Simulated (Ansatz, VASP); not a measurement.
**BiTe3: VASP beside Ansatz**

```
Bi Te
1.0
     6.03246    0.00000    0.00000
     0.00000    6.03246    0.00000
     0.00000    0.00000    6.03246
Bi Te
1 3
Direct
  0.50000 0.50000 0.50000
  0.00000 0.50000 0.50000
  0.50000 0.00000 0.50000
  0.50000 0.50000 0.00000
```

Alike in both runs: functional PBE; k mesh 4 × 4 × 4; occupations gaussian, width 0.1 eV; no spin polarisation.

Ansatz relaxed the structure, and its values are those at the end. VASP's run is a single point on that final structure, the one shown.

|  | VASP | Ansatz |
| --- | --- | --- |
| version | VASP 6.6.1 | Ansatz 0.2.0 |
| potentials or method | VASP PAW PBE potentials, release 64 (Bi_d, Te) | scalar-relativistic, plane waves, PAW |
| plane-wave cutoff (eV) | 520 | 420 |
| valence electrons in the cell | 33 | 63 |

```tsv
	VASP	Ansatz	Ansatz less VASP
gap on the k mesh at the Fermi level (eV)	none	none	-
pressure (GPa)	0.1	0.1	+0.03
```

A gap of «none» marks a metal or a gap that the smearing closes. The two sets of potentials don't hold the same shells in valence.

Caveats: spin-orbit coupling is left out, which moves the levels of the heavy elements.
